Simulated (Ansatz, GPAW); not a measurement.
**AlCu3: programs and potentials compared**

```
CELL_PARAMETERS angstrom
3.63738 0.00000 0.00000
0.00000 3.63738 0.00000
0.00000 0.00000 3.63738
ATOMIC_POSITIONS crystal
Cu 0.99622 0.49126 0.51297
Cu 0.51009 0.00439 0.51140
Cu 0.50622 0.50064 0.00781
Al 0.99868 0.00330 0.00018
```

The cell comes from a database or a generator and needn't be the stable form of this composition.

Atoms were shifted at random by some hundredths of an Å from the given cell, which wasn't relaxed again for these runs.

Alike in all runs: task single point; functional PBEsol; k mesh 7 × 7 × 7; occupations fermi-dirac, width 0.05 eV; no spin polarisation; no spin-orbit coupling. Pressure is positive in compression and, in plane waves, holds the error of the finite cutoff, which Ansatz's Pulay term estimates and takes out.

| program and potentials | plane-wave cutoff (eV) | notes | pressure (GPa) | largest force (eV/Å) | energy over the undisturbed cell (meV/atom) |
| --- | --- | --- | --- | --- | --- |
| Ansatz, Ansatz PAW | 420 | potentials made for PBE, which Ansatz adapts in part; 15 valence electrons an atom on average | ? | ? | ? |
| Ansatz, all-electron LAPW, scalar-relativistic | - | - | -0.45 | 0.462 | - |
| GPAW, PAW data sets generated for this functional | 600 | 9 valence electrons an atom on average; this data set often lies off other programs | 1.07 | 0.477 | 6.46 |

Estimate from the other rows what the run with Ansatz, Ansatz PAW gave.

Pressure -0.43 GPa; largest force 0.463 eV/Å; energy over the undisturbed cell 6.27 meV/atom. Its pressure holds a Pulay term of +0.09 GPa. The other rows, which needn't bracket it: pressure -0.45 to 1.07; largest force 0.462 to 0.477; energy over the undisturbed cell 6.46.
